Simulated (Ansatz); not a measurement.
Ge:

```xyz
2
Lattice="-2.5745 2.5745 1.3974 2.5745 -2.5745 1.3974 2.5745 2.5745 -1.3974" Properties=species:S:1:pos:R:3 pbc="T T T"
Ge    0.0000    0.0000    1.3974
Ge    2.5745    0.0000    0.6987
```

This isn't the form of Ge at room conditions, which is diamond.

Base run:

| Item | Value |
| --- | --- |
| Program | Ansatz 0.2.0 |
| Functional | PBEsol |
| Potentials or basis | all-electron LAPW, scalar-relativistic |
| Cutoff | 255 eV |
| Density cutoff | 1018 eV |
| Basis error allowed | 0.001 eV/atom |
| k mesh | 11 × 11 × 11 |
| Occupations | fermi-dirac, width 0.05 eV |
| Spin | no spin polarisation |

Its results: pressure -0.6 GPa.

Question: After a change of settings the same cell gave: pressure 9.7 GPa. Which change was it?
A. functional from PBEsol to BLYP
B. occupations from fermi-dirac, width 0.05 eV to gaussian, width 0.02 eV
C. functional from PBEsol to LDA; occupations from fermi-dirac, width 0.05 eV to gaussian, width 0.1 eV
D. k mesh from 11 × 11 × 11 to 8 × 8 × 8

Answer: A.

BLYP binds less tightly than PBEsol, so the same cell stands under more pressure.

Not every run made on this cell is shown here.
